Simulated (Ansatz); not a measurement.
Method: DFT PBE, scalar-relativistic, plane waves, PAW in Ansatz. All cells share a 420 eV cutoff and Γ-centred k meshes spaced at most about 0.3 Å⁻¹ (about 0.25 or finer for metals, 2π included). No spin polarisation.

Temperature and zero-point effects are left out.

**Question.** Order these relaxed structures of B3As5 by energy, lowest first, with the energy over the lowest of them.
1.

```cif
data_structure
_symmetry_space_group_name_H-M 'R3m:H'
_symmetry_Int_Tables_number 160
_cell_length_a 3.4782
_cell_length_b 3.4782
_cell_length_c 36.5317
_cell_angle_alpha 90.000
_cell_angle_beta 90.000
_cell_angle_gamma 120.000
_cell_volume 382.75
loop_
_atom_site_label
_atom_site_type_symbol
_atom_site_symmetry_multiplicity
_atom_site_Wyckoff_symbol
_atom_site_fract_x
_atom_site_fract_y
_atom_site_fract_z
_atom_site_occupancy
B1 B 3 a 0.33333 0.66667 0.32440 1
B2 B 3 a 0.00000 0.00000 0.24856 1
B3 B 3 a 0.66667 0.33333 0.17290 1
As1 As 3 a 0.33333 0.66667 0.26717 1
As2 As 3 a 0.00000 0.00000 0.01003 1
As3 As 3 a 0.66667 0.33333 0.11532 1
As4 As 3 a 0.00000 0.00000 0.19130 1
As5 As 3 a 0.33333 0.66667 0.07649 1
```

2.

```cif
data_structure
_symmetry_space_group_name_H-M 'P3m1'
_symmetry_Int_Tables_number 156
_cell_length_a 3.4521
_cell_length_b 3.4521
_cell_length_c 12.8969
_cell_angle_alpha 90.000
_cell_angle_beta 90.000
_cell_angle_gamma 120.000
_cell_volume 133.10
loop_
_atom_site_label
_atom_site_type_symbol
_atom_site_symmetry_multiplicity
_atom_site_Wyckoff_symbol
_atom_site_fract_x
_atom_site_fract_y
_atom_site_fract_z
_atom_site_occupancy
B1 B 1 b 0.33333 0.66667 0.03958 1
B2 B 1 c 0.66667 0.33333 0.25493 1
B3 B 1 a 0.00000 0.00000 0.70981 1
As1 As 1 a 0.00000 0.00000 0.98870 1
As2 As 1 b 0.33333 0.66667 0.20340 1
As3 As 1 c 0.66667 0.33333 0.41993 1
As4 As 1 b 0.33333 0.66667 0.75362 1
As5 As 1 a 0.00000 0.00000 0.53453 1
```

**Answer.** 1 (0 meV/atom), 2 (149 meV/atom). Forms: cell 1 R3m; cell 2 P3m1. Counting As atoms around B (those within 1.25 times the shortest such distance or 1.15 times the sum of covalent radii; a plus sign parts nearer from farther groups; a slash parts the counts of unlike sites): cell 1 has B 4; cell 2 has B 3+1/4. Cell 1 and cell 2 both hold As–As nets. Both come from invented guesses. The lowest form computed isn't among them: it has space group P3m1 (No. 156), 16.0 Å³/atom and lies 5 meV/atom below the best shown. Even the lowest of the cells shown lies +0.15 eV/atom against the elements.

Weakly bound directions are ill-defined at this level, which has no dispersion term (R3m, P3m1), and this can change margins and order among such cells. Cells relaxed within their symmetry can be saddle points. Some types were kept out of the candidates beforehand, so the set may lack a known form.
